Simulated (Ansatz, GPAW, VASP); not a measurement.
## Ni: 3 runs at one level of theory

```
CELL_PARAMETERS angstrom
0.00000 1.73757 1.73757
1.73757 0.00000 1.73757
1.73757 1.73757 0.00000
ATOMIC_POSITIONS crystal
Ni 0.00000 0.00000 0.00000
```

Alike in all runs: task single point; functional PBE; k mesh 13 × 13 × 13; occupations gaussian, width 0.026 eV; collinear spin, ferromagnetic start; no spin-orbit coupling. Pressure is positive in compression and, in plane waves, holds the error of the finite cutoff.

| program and potentials | plane-wave cutoff (eV) | notes | pressure (GPa) | net moment per atom (μB) |
| --- | --- | --- | --- | --- |
| Ansatz, all-electron LAPW, scalar-relativistic | - | - | 7.97 | 0.64 |
| VASP, PBE PAW files Ni, 520 eV | 520 | 10 valence electrons an atom on average | 7.80 | 0.62 |
| GPAW, GPAW PAW data sets (gpaw-data 1.2.1) | 600 | 16 valence electrons an atom on average; this data set often lies off other programs | 10.46 | 0.64 |

The pressure spans 7.80 (VASP, PBE PAW files Ni, 520 eV) to 10.46 GPa (GPAW, GPAW PAW data sets (gpaw-data 1.2.1)), with all-electron results at 7.97. The net moment per atom spans 0.62 (VASP, PBE PAW files Ni, 520 eV) to 0.64 μB (GPAW, GPAW PAW data sets (gpaw-data 1.2.1)), with all-electron results at 0.64. The state is the one that the start led to, which needn't be the lowest.

Differences between rows come from potentials, basis sets and numerical settings, since the functional is the same but for its coding. Runs on potential files found faulty are left out.
